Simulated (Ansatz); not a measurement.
Runs of Ansatz 0.2.0 on Au. It takes space group Pm-3m (No. 221, cubic). The conventional cell has a = 2.748 Å, b = 2.748 Å, c = 2.748 Å, α = 90.00°, β = 90.00°, γ = 90.00°. Around Au (site symmetry m-3m) lie 6 Au at 2.75 Å. The cell was built by a generator and needn't be a form met in nature.

```csv
task,level,cutoff (eV),points for each segment of the path,gap on the mesh (eV),pressure (GPa)
band structure,BLYP,420,14,none,7.6
single point,PBE,420,-,none,0.2
band structure,PBE,420,14,none,0.2
band structure,RPBE,420,14,none,3.6
band structure,LDA,420,14,none,(b)
band structure,PBEsol,420,14,none,-6.3
band structure,r2SCAN,500,14,none,(a)
band structure,revPBE,420,14,none,2.6
```

Alike in all rows: potentials or basis Ansatz PAW; no spin polarisation; cell as given; k mesh 10 × 10 × 10; smearing fermi-dirac 0.05 eV.

Task: Fill in the values left out.

Result: (a) -3.3; (b) -10.0.

Caveats: spin-orbit coupling is left out, which moves the levels of the heavy elements (some runs); the PAW data sets come from PBE, with cores solved anew for the run's functional, which leaves a small shift of forces and pressure (some runs).

A k mesh can miss the band edges, and the runs leave out spin-orbit coupling on Au.

A gap of «none» marks a metal or a gap under the smearing width.
